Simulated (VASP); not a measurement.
# BaS (Fm-3m) in VASP: a series of runs

Runs on BaS. Level: PBE. Tasks: single point, relaxation of cell and atoms.

Everything below comes from runs of VASP 6.6.1. Logs are shortened: lines on timing, memory, paths and dates and some standing lists are left out, and cuts for length are marked.

**Measured values to compare with.**

From a printed reference work, monograph, original work of 1988, for a bulk crystal of BaS at 2 K: band gap 3.806 eV (indirect).

How close the calculation comes is told below.

## 1. The structure

It takes space group Fm-3m (No. 225, cubic). Conventional cell: a = 6.429 Å, b = 6.429 Å, c = 6.429 Å, α = 90.00°, β = 90.00°, γ = 90.00°. Ba (site symmetry m-3m) has 6 S at 3.21 Å as nearest neighbours. Around S (site symmetry m-3m) lie 6 Ba at 3.21 Å.

## 2. Single point, PBE

File INCAR:

```
PREC = Accurate
ENCUT = 520
EDIFF = 1E-6
ISMEAR = 0
SIGMA = 0.02
LREAL = False
LASPH = True
NELM = 100
ALGO = Fast
ISIF = 2
LWAVE = False
LCHARG = False
GGA = PE
NBANDS = 15
```

File KPOINTS:

```
Automatic mesh
0
Gamma
  8 8 8
```

File POSCAR:

```
BaS
1.0
    0.0000000000      3.2143926810      3.2143926810
    3.2143926810      0.0000000000      3.2143926810
    3.2143926810      3.2143926810      0.0000000000
Ba S
1 1
Direct
    0.0000000000      0.0000000000      0.0000000000
    0.5000000000      0.5000000000      0.5000000000
```

Potentials or basis: VASP PAW PBE potentials, release 64 (Ba_sv, S).

Run with:

```bash
cat potpaw_PBE.64/Ba_sv/POTCAR potpaw_PBE.64/S/POTCAR > POTCAR
mpirun -np 1 vasp_std > vasp.out
```

OUTCAR:

```text
PREC = Accurate
   ENCUT = 520
   EDIFF = 1E-6
   ISMEAR = 0
   LREAL = False
   LASPH = True
   NELM = 100
   ISIF = 2
   GGA = PE

 ion  position               nearest neighbor table
   1  0.000  0.000  0.000-   2 3.21   2 3.21   2 3.21   2 3.21   2 3.21   2 3.21
   2  0.500  0.500  0.500-   1 3.21   1 3.21   1 3.21   1 3.21   1 3.21   1 3.21

  LATTYP: Found a face centered cubic cell.
 ALAT       =     6.4287853620

  Lattice vectors:

 A1 = (   0.0000000000,   3.2143926810,   3.2143926810)
 A2 = (   3.2143926810,   0.0000000000,   3.2143926810)
 A3 = (   3.2143926810,   3.2143926810,   0.0000000000)

Analysis of symmetry for initial positions (statically):
=====================================================================
 Subroutine PRICEL returns:
 Original cell was already a primitive cell.

 Routine SETGRP: Setting up the symmetry group for a
 face centered cubic supercell.

 Subroutine GETGRP returns: Found 48 space group operations
 (whereof 48 operations were pure point group operations)
 out of a pool of 48 trial point group operations.

The static configuration has the point symmetry O_h .

Analysis of symmetry for dynamics (positions and initial velocities):
=====================================================================
 Subroutine PRICEL returns:
 Original cell was already a primitive cell.

 Routine SETGRP: Setting up the symmetry group for a
 face centered cubic supercell.

 Subroutine GETGRP returns: Found 48 space group operations
 (whereof 48 operations were pure point group operations)
 out of a pool of 48 trial point group operations.

The dynamic configuration has the point symmetry O_h .

 Subroutine INISYM returns: Found 48 space group operations
 (whereof 48 operations are pure point group operations),
 and found     1 'primitive' translations

----------------------------------------------------------------------------------------

                                     Primitive cell

  volume of cell :      66.4243

  direct lattice vectors                    reciprocal lattice vectors
     0.000000000  3.214392681  3.214392681    -0.155550379  0.155550379  0.155550379
     3.214392681  0.000000000  3.214392681     0.155550379 -0.155550379  0.155550379
     3.214392681  3.214392681  0.000000000     0.155550379  0.155550379 -0.155550379

  length of vectors
     4.545837724  4.545837724  4.545837724     0.269421160  0.269421160  0.269421160

  position of ions in fractional coordinates (direct lattice)
     0.000000000  0.000000000  0.000000000
     0.500000000  0.500000000  0.500000000

  ion indices of the primitive-cell ions
   primitive index   ion index
                 1           1
                 2           2

----------------------------------------------------------------------------------------

 KPOINTS: Automatic mesh

Automatic generation of k-mesh.
 Grid dimensions read from file:
 generate k-points for:    8    8    8

 Generating k-lattice:

  Cartesian coordinates                     Fractional coordinates (reciprocal lattice)
    -0.019443797  0.019443797  0.019443797     0.125000000  0.000000000  0.000000000
     0.019443797 -0.019443797  0.019443797     0.000000000  0.125000000  0.000000000
     0.019443797  0.019443797 -0.019443797     0.000000000  0.000000000  0.125000000

  Length of vectors
     0.033677645  0.033677645  0.033677645

  Shift w.r.t. Gamma in fractional coordinates (k-lattice)
     0.000000000  0.000000000  0.000000000

 Subroutine IBZKPT returns following result:
 ===========================================

 Found     29 irreducible k-points:

 Following reciprocal coordinates:
            Coordinates               Weight
  0.000000  0.000000  0.000000      1.000000
  0.125000  0.000000  0.000000      8.000000
  0.250000  0.000000  0.000000      8.000000
  0.375000  0.000000  0.000000      8.000000
  0.500000  0.000000  0.000000      4.000000
  0.125000  0.125000  0.000000      6.000000
[... 16 lines left out ...]
  0.500000  0.250000  0.125000     48.000000
 -0.375000  0.250000  0.125000     24.000000
 [... further k-points ...]
   k-points           NKPTS =     29   k-points in BZ     NKDIM =     29   number of bands    NBANDS=     15
   number of dos      NEDOS =    301   number of ions     NIONS =      2
   total plane-waves  NPLWV =  46656
   dimension x,y,z NGX =    36 NGY =   36 NGZ =   36
   dimension x,y,z NGXF=    72 NGYF=   72 NGZF=   72
   ions per type =               1   1
   NGX,Y,Z   is equivalent  to a cutoff of  13.17, 13.17, 13.17 a.u.
   NGXF,Y,Z  is equivalent  to a cutoff of  26.33, 26.33, 26.33 a.u.
 SYSTEM =  unknown system
   PREC   = accura    normal or accurate (medium, high low for compatibility)
   ISTART =      0    job   : 0-new  1-cont  2-samecut
   ICHARG =      2    charge: 1-file 2-atom 10-const
   ISPIN  =      1    spin polarized calculation?
   LNONCOLLINEAR =      F non collinear calculations
   LSORBIT =      F    spin-orbit coupling
   LASPH  =      T    aspherical Exc in radial PAW
   ENCUT  =  520.0 eV  38.22 Ry    6.18 a.u.   8.45  8.45  8.45*2*pi/ulx,y,z
   NELM   =    100;   NELMIN=  2; NELMDL= -5     # of ELM steps
   EDIFF  = 0.1E-05   stopping-criterion for ELM
   LREAL  =      F    real-space projection
   EDIFFG = 0.1E-04   stopping-criterion for IOM
   NSW    =      0    number of steps for IOM
   IBRION =     -1    ionic relax: 0-MD 1-quasi-New 2-CG
   NFREE  =      0    steps in history (QN), initial steepest desc. (CG)
   ISIF   =      2    stress and relaxation
   ISYM   =      2    0-nonsym 1-usesym 2-fastsym
   POTIM  = 0.5000    time-step for ionic-motion
   TEBEG  =    0.0;   TEEND  =   0.0 temperature during run
   PSTRESS=    0.0 pullay stress
   NELECT =      16.0000    total number of electrons
   NUPDOWN=      -1.0000    fix difference up-down
   EMIN   =  10.00;   EMAX   =-10.00  energy-range for DOS
   EFERMI =   0.00;   METHOD = LEGACY
   ISMEAR =     0;   SIGMA  =   0.02  broadening in eV -4-tet -1-fermi 0-gaus
   EFERMI_NEDOS =   21; number of points for ismear=-14 and -15
   IALGO  =     68    algorithm
   IMIX   =      4    mixing-type and parameters
     AMIX     =   0.40;   BMIX     =  1.00
     AMIX_MAG =   1.60;   BMIX_MAG =  1.00
  volume/ion in A,a.u.               =      33.21       224.13
  Fermi-wavevector in a.u.,A,eV,Ry     =   1.018605  1.924885 14.116814  1.037557
  Thomas-Fermi vector in A             =   2.152072
   LORBIT       =      0    0 simple, 1 ext, 2 COOP (PROOUT), +10 PAW based schemes
   GGA     = PE    functional components
   LHFCALC =     F    Hartree Fock is set to
   AEXX    =    0.0000 exact exchange contribution
   IVDW    =     0    specifies the selected vdW correction
   LEPSILON=     F    determine dielectric tensor
   LRPA    =     F    only Hartree local field effects (RPA)
 non-spin polarized calculation
 RMM-DIIS sequential band-by-band and
 Gauss-broadening in eV      SIGMA  =   0.02
  energy-cutoff  :      520.00
  volume of cell :       66.42
 maximum number of plane-waves:      1812
 NGX is ok and might be reduce to    36
   NGX = 17   NGY = 17   NGZ = 17

 number of electron      16.0000002 magnetization

 Free energy of the ion-electron system (eV)
  ---------------------------------------------------
  ext. energy  EPLUGINS =         0.00000000
  ---------------------------------------------------
  free energy    TOTEN  =       -10.19269644 eV

  energy without entropy =      -10.19269644  energy(sigma->0) =      -10.19269644

 E-fermi :   1.5383     XC(G=0):  -8.5458

 val. band max:        1.3545988552   @ k =   0.0000   0.0000   0.0000
 cond. band min:       3.4934496008   @ k =   0.5000   0.5000   0.0000
 fundamental gap:      2.1388507456
 Fermi energy:         1.5382716083

 k-point     1 :       0.0000    0.0000    0.0000
  band No.  band energies     occupation
      1     -24.7819      2.00000
      2      -9.8395      2.00000
      3      -9.8395      2.00000
      4      -9.8395      2.00000
      5      -8.9763      2.00000
      6       1.3546      2.00000
      7       1.3546      2.00000
      8       1.3546      2.00000
      9       4.8605      0.00000
     10       5.2200      0.00000
     11       5.2200      0.00000
     12       5.2200      0.00000
     13       6.1256      0.00000
     14       6.1256      0.00000
     15      10.0556      0.00000

 k-point     2 :       0.1250    0.0000    0.0000
  band No.  band energies     occupation
      1     -24.7760      2.00000
      2     -10.1070      2.00000
      3      -9.8449      2.00000
      4      -9.8449      2.00000
      5      -8.6953      2.00000
      6       0.9535      2.00000
      7       1.1526      2.00000
      8       1.1526      2.00000
      9       5.1985      0.00000
     10       5.4482      0.00000
     11       5.4482      0.00000
     12       5.4757      0.00000
     13       6.5659      0.00000
     14       6.5659      0.00000
     15      10.6646      0.00000

 k-point     3 :       0.2500    0.0000    0.0000
  band No.  band energies     occupation
      1     -24.7618      2.00000
      2     -10.5062      2.00000
      3      -9.8579      2.00000
      4      -9.8579      2.00000
      5      -8.2618      2.00000
      6       0.2299      2.00000
      7       0.7508      2.00000
      8       0.7508      2.00000
      9       5.4392      0.00000
     10       6.0855      0.00000
     11       6.0855      0.00000
     12       6.6279      0.00000
     13       7.6716      0.00000
     14       7.6716      0.00000
     15      11.8435      0.00000
[... 343 lines left out ...]
 k-point    23 :       0.5000    0.2500    0.1250
  band No.  band energies     occupation
      1     -24.7400      2.00000
      2     -10.6469      2.00000
      3     -10.0108      2.00000
      4      -9.9149      2.00000
      5      -8.1447      2.00000
      6      -0.0731      2.00000
      7       0.4649      2.00000
      8       0.8208      2.00000
      9       5.2200      0.00000
     10       6.8824      0.00000
     11       7.4401      0.00000
     12       7.5923      0.00000
     13       8.7406      0.00000
     14       9.9642      0.00000
     15      10.5969      0.00000

 k-point    24 :      -0.3750    0.2500    0.1250
  band No.  band energies     occupation
      1     -24.7353      2.00000
      2     -10.6941      2.00000
      3     -10.0199      2.00000
      4      -9.9370      2.00000
      5      -8.1047      2.00000
      6      -0.0987      2.00000
      7       0.5124      2.00000
      8       0.5821      2.00000
      9       6.0147      0.00000
     10       6.1873      0.00000
     11       7.9295      0.00000
     12       8.1345      0.00000
     13       9.0900      0.00000
     14      10.0099      0.00000
     15      10.6322      0.00000

 [... further k-points ...]
[... 5 lines left out ...]
  --------------------------------------------------------------------------------------
  -------------------------------------------------------------------------------------
  Total        0.2271108      0.2271108      0.2271108      0.0000000      0.0000000      0.0000000
  in kB        5.4779954      5.4779954      5.4779954      0.0000000      0.0000000      0.0000000
  external PRESSURE =       5.4779954 kB  Pullay stress =       0.0000000 kB

 VOLUME and BASIS-vectors are now :
 -----------------------------------------------------------------------------
  energy-cutoff  :      520.00
  volume of cell :       66.42
      direct lattice vectors                 reciprocal lattice vectors
     0.000000000  3.214392681  3.214392681    -0.155550379  0.155550379  0.155550379
     3.214392681  0.000000000  3.214392681     0.155550379 -0.155550379  0.155550379
     3.214392681  3.214392681  0.000000000     0.155550379  0.155550379 -0.155550379

 POSITION                                       TOTAL-FORCE (eV/Angst)
 -----------------------------------------------------------------------------------
      0.00000      0.00000      0.00000        -0.000000     -0.000000      0.000000
      3.21439      3.21439      3.21439         0.000000      0.000000     -0.000000
 -----------------------------------------------------------------------------------
    total drift:                                0.000000      0.000000      0.000000

  FREE ENERGIE OF THE ION-ELECTRON SYSTEM (eV)
  ---------------------------------------------------
  free  energy   TOTEN  =       -10.1926964360 eV

  energy  without entropy=      -10.1926964360  energy(sigma->0) =      -10.19269644
```

Wall time 40 s (1 thread of Intel Xeon Platinum 8375C at 2.90GHz (Ice Lake), shared host); peak memory 0.21 GiB.

What came out:

```yaml
Free_energy: -10.1927 eV
Pressure: 0.5 GPa
Band_gap_on_the_k_mesh: 2.14 eV, indirect (least direct gap 2.29 eV)
```

Caveat: spin-orbit coupling is left out, which moves the levels of the heavy elements.

## 3. Relaxation of cell and atoms, PBE

This run uses another cell than the first one, of 32.58 Å³/atom, 0.981 times its volume.

File INCAR:

```
PREC     = Accurate       # precision mode
ENCUT    = 600            # plane-wave cutoff, eV
EDIFF    = 1E-6           # SCF threshold, eV
ISMEAR   = 0              # smearing method
SIGMA    = 0.02           # smearing width, eV
LREAL    = False          # projectors in reciprocal space
LASPH    = True           # aspherical terms in the spheres
NELM     = 100            # most SCF steps
ALGO     = Normal         # electronic algorithm
ISIF     = 3              # what is computed and relaxed
LWAVE    = False          # write WAVECAR
LCHARG   = False          # write CHGCAR
GGA      = PE             # functional
IBRION   = 2              # ionic algorithm
NSW      = 100            # ionic steps
EDIFFG   = -0.005         # ionic threshold
```

KPOINTS is that of step 2.

File POSCAR:

```
BaS
1.0
    0.0000000000      3.1937500000      3.1937500000
    3.1937500000      0.0000000000      3.1937500000
    3.1937500000      3.1937500000      0.0000000000
Ba S
1 1
Direct
    0.0000000000      0.0000000000      0.0000000000
    0.5000000000      0.5000000000      0.5000000000
```

Potentials or basis: VASP PAW PBE potentials, release 64 (Ba_sv, S).

Run with:

```bash
cat potpaw_PBE.64/Ba_sv/POTCAR potpaw_PBE.64/S/POTCAR > POTCAR
mpirun -np 1 vasp_std > vasp.out
```

OUTCAR:

```text
PREC = Accurate
   ENCUT = 600
   EDIFF = 1E-6
   ISMEAR = 0
   LREAL = False
   LASPH = True
   NELM = 100
   ISIF = 3
   GGA = PE
   IBRION = 2
   NSW = 100
   EDIFFG = -0.005

 ion  position               nearest neighbor table
   1  0.000  0.000  0.000-   2 3.19   2 3.19   2 3.19   2 3.19   2 3.19   2 3.19
   2  0.500  0.500  0.500-   1 3.19   1 3.19   1 3.19   1 3.19   1 3.19   1 3.19

  LATTYP: Found a face centered cubic cell.
 ALAT       =     6.3875000000

  Lattice vectors:

 A1 = (   0.0000000000,   3.1937500000,   3.1937500000)
 A2 = (   3.1937500000,   0.0000000000,   3.1937500000)
 A3 = (   3.1937500000,   3.1937500000,   0.0000000000)

Analysis of symmetry for initial positions (statically):
=====================================================================
 Subroutine PRICEL returns:
 Original cell was already a primitive cell.
[... 269 lines left out ...]
      6       1.2893      2.00000
      7       1.2893      2.00000
      8       1.2893      2.00000
      9       4.7340      0.00000
     10       5.1514      0.00000
     11       5.1514      0.00000
     12       5.1514      0.00000
[... 331 lines left out ...]
 k-point    24 :      -0.3750    0.2500    0.1250
  band No.  band energies     occupation
      1     -24.8454      2.00000
      2     -10.7560      2.00000
      3     -10.1206      2.00000
      4     -10.0416      2.00000
      5      -8.1938      2.00000
      6      -0.1446      2.00000
      7       0.4614      2.00000
      8       0.5255      2.00000
      9       5.9283      0.00000
     10       6.0969      0.00000
     11       7.8090      0.00000
     12       7.9960      0.00000

 [... further k-points ...]

------------------------ aborting loop because EDIFF is reached ----------------------------------------

  FORCE on cell =-STRESS in cart. coord.  units (eV):
  Direction    XX          YY          ZZ          XY          YZ          ZX
  --------------------------------------------------------------------------------------
  -------------------------------------------------------------------------------------
  Total        0.0009871      0.0009871      0.0009871     -0.0000000      0.0000000      0.0000000
  in kB        0.0235024      0.0235024      0.0235024     -0.0000000      0.0000000      0.0000000
  external PRESSURE =       0.0235024 kB  Pullay stress =       0.0000000 kB
[... 17 lines left out ...]
  FREE ENERGIE OF THE ION-ELECTRON SYSTEM (eV)
  ---------------------------------------------------
  free  energy   TOTEN  =       -10.1945593517 eV

  energy  without entropy=      -10.1945593517  energy(sigma->0) =      -10.19455935

 reached required accuracy - stopping structural energy minimisation
```

OSZICAR:

```text
N       E                     dE             d eps       ncg     rms          rms(c)
DAV:   1     0.102070973026E+03    0.10207E+03   -0.76487E+03   696   0.130E+03
DAV:   2    -0.442506753714E+01   -0.10650E+03   -0.98846E+02   936   0.208E+02
DAV:   3    -0.104981811085E+02   -0.60731E+01   -0.60234E+01   876   0.559E+01
[... 24 lines left out ...]
DAV:   3    -0.101945069967E+02    0.14336E-02   -0.44088E-03  1024   0.474E-01    0.107E-01
DAV:   4    -0.101945195865E+02   -0.12590E-04   -0.16110E-04  1064   0.971E-02    0.639E-02
DAV:   5    -0.101945508414E+02   -0.31255E-04   -0.68345E-05  1092   0.585E-02    0.277E-02
DAV:   6    -0.101945590383E+02   -0.81969E-05   -0.40768E-06   992   0.168E-02    0.193E-03
DAV:   7    -0.101945593517E+02   -0.31341E-06   -0.27365E-07   452   0.467E-03
   3 F= -.10194559E+02 E0= -.10194559E+02  d E =-.933922E-02
```

Wall time 98 s (1 thread of Intel Xeon Platinum 8375C at 2.90GHz (Ice Lake), shared host); peak memory 0.22 GiB.

Results:

| Item | Value |
| --- | --- |
| Free energy | -10.1946 eV |
| Relaxed volume | 33.65 Å³/atom |
| Relaxed cell | a = 4.566 Å, b = 4.566 Å, c = 4.566 Å, α = 60.00°, β = 60.00°, γ = 60.00° |
| Space group after relaxing (to 0.05 Å) | Fm-3m (No. 225) |
| Energy gained by relaxing | 4.7 meV/atom |
| Ionic steps | 3 |
| Pressure after relaxing | 0.0 GPa |
| Band gap on the k mesh | 2.16 eV, indirect (least direct gap 2.31 eV) |

Step by step:
| step | energy change (eV) | largest force (eV/Å) | pressure (GPa) | volume (Å³) |
| --- | --- | --- | --- | --- |
| 1 | 0.0000 | 0.0000 | 1.44 | 65.15 |
| 2 | -0.0085 | 0.0000 | -0.39 | 67.95 |
| 3 | -0.0093 | 0.0000 | 0.00 | 67.29 |

Final structure:
```
CELL_PARAMETERS angstrom
0.00000 3.22835 3.22835
3.22835 0.00000 3.22835
3.22835 3.22835 0.00000
ATOMIC_POSITIONS crystal
Ba 0.00000 0.00000 0.00000
S 0.50000 0.50000 0.50000
```

Levels at points of the mesh, in eV from the valence-band top:
```tsv
k point	band 6	band 7	band 8	band 9	band 10	band 11
(0.00, 0.00, 0.00)	0.00	0.00	0.00	3.44	3.86	3.86
(0.50, 0.00, 0.00)	-1.87	-1.03	-1.03	5.43	5.59	6.18
(0.50, 0.50, 0.00)	-0.56	-0.15	-0.15	2.16	5.83	5.85
```

Caveat: spin-orbit coupling is left out, which moves the levels of the heavy elements. A k mesh can miss the band edges.

## 4. Comparison with measurements

Step 2. Against the measured gap of BaS, 3.806 eV (indirect; 2 K; a printed reference work, monograph, original work of 1988), the calculated 2.14 eV is off by -1.67 eV. Spin-orbit coupling on Ba is left out. The value is that of PBE on a finite k mesh, which can miss the band edges, without temperature or zero-point motion. Semilocal functionals fall short of measured gaps as a rule.
